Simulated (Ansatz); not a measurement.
# AlN: the cost of one run

Computed with Ansatz 0.2.0 (DFT LDA, scalar-relativistic, plane waves, PAW, unless a step's input says otherwise).

9 further runs of the same task are left out: 9 set aside as unsound or not needed. Runs told in other sessions of the task aren't counted.

## 1. The structure to begin with

The structure is hexagonal, space group P6_3/mmc (No. 194). The conventional cell has a = 3.276 Å, b = 3.276 Å, c = 4.101 Å, α = 90.00°, β = 90.00°, γ = 120.00°. Al (site symmetry -6m2) is surrounded by 5 N at 1.89 to 2.05 Å. Around N (site symmetry -6m2) lie 5 Al at 1.89 to 2.05 Å.

Structure file:

```
CELL_PARAMETERS angstrom
3.27586 0.00000 0.00000
-1.63793 2.83698 0.00000
0.00000 0.00000 4.10069
ATOMIC_POSITIONS crystal
Al 0.33333 0.66667 0.75000
Al 0.66667 0.33333 0.25000
N 0.33333 0.66667 0.25000
N 0.66667 0.33333 0.75000
```

It goes back to an entry of the Materials Project, which need not be the stable form.

It is the result of an earlier relaxation at this level (volume 9.53 Å³/atom; gap on the mesh: 3.62 eV).

## 5. Setting up the map

The energy is mapped over two normal modes frozen in (zone-centre modes of the cell shown, which folds in the wave vector (0, 1/2, 0) of the primitive cell).

- amplitude of mode 4 (170 cm⁻¹), largest displacement: 11 values from −0.187 to 0.187 Å
- amplitude of mode 5 (275 cm⁻¹), largest displacement: 11 values from −0.199 to 0.199 Å

Nothing else is relaxed (the cell and all other modes fixed). Energies count from the relaxed high-symmetry cell. Points are written as (first, second).

Displacement patterns for an amplitude of 1 (Å):

| atom | x1 | y1 | z1 | x2 | y2 | z2 |
| --- | --- | --- | --- | --- | --- | --- |
| Al1 | 1.000 | 0.000 | 0.000 | 0.000 | 0.000 | 1.000 |
| Al2 | -1.000 | 0.000 | 0.000 | 0.000 | 0.000 | -1.000 |
| Al3 | 1.000 | 0.000 | 0.000 | 0.000 | 0.000 | 1.000 |
| Al4 | -1.000 | 0.000 | 0.000 | 0.000 | 0.000 | -1.000 |
| N5 | 0.973 | 0.000 | 0.000 | 0.000 | 0.000 | 0.078 |
| N6 | -0.973 | 0.000 | 0.000 | 0.000 | 0.000 | -0.078 |
| N7 | 0.973 | 0.000 | 0.000 | 0.000 | 0.000 | 0.078 |
| N8 | -0.973 | 0.000 | 0.000 | 0.000 | 0.000 | -0.078 |

(The set-up runs are not shown.)

## 6. Grid point (−0.112 Å, −0.199 Å)

Input file input.yaml:

```yaml
crystal:
  lattice:
    - [-3.2758593877, 0.0, 0.0]
    - [0.0, 0.0, -4.1006874301]
    - [0.0, -5.6739548979, 0.0]
  atoms:
    - { symbol: Al, position: [0.5342505543, 0.2985284488, 0.1666666667] }
    - { symbol: Al, position: [0.9657494457, 0.2014715512, 0.6666666667] }
    - { symbol: Al, position: [1.0342505543, 0.7985284488, 0.3333333333] }
    - { symbol: Al, position: [0.4657494457, 0.7014715512, 0.8333333333] }
    - { symbol: "N", position: [0.5333279876, 0.7537918346, 0.1666666667] }
    - { symbol: "N", position: [0.9666720124, 0.7462081654, 0.6666666667] }
    - { symbol: "N", position: [1.0333279876, 0.2537918346, 0.3333333333] }
    - { symbol: "N", position: [0.4666720124, 0.2462081654, 0.8333333333] }
basis:
  ecutwfc: 520.0
kpoints:
  mp_grid: { grid: [8, 6, 4] }
hamiltonian:
  xc: lda
  pseudopotentials: { kind: paw, azcp: { folder: soft_1 } }
scf:
  occupations: { method: gaussian, width: 0.05 }
output:
  forces: true
  stress: true
  eigenvalues: true
  write_density: true
  write_potential: true
  elf: true
  volumetric_format: npy
```

Started as:

```bash
> ansatz run input.yaml --threads 2 --pin off --max-ram 4096MiB --backend cpu --events-out ev --progress --plain --runs-dir out
```

**Question.** How long does this run take on 2 threads of Arm Neoverse N1, shared host, and how much memory does it need?

About 16 s, with a peak of 0.42 GiB.
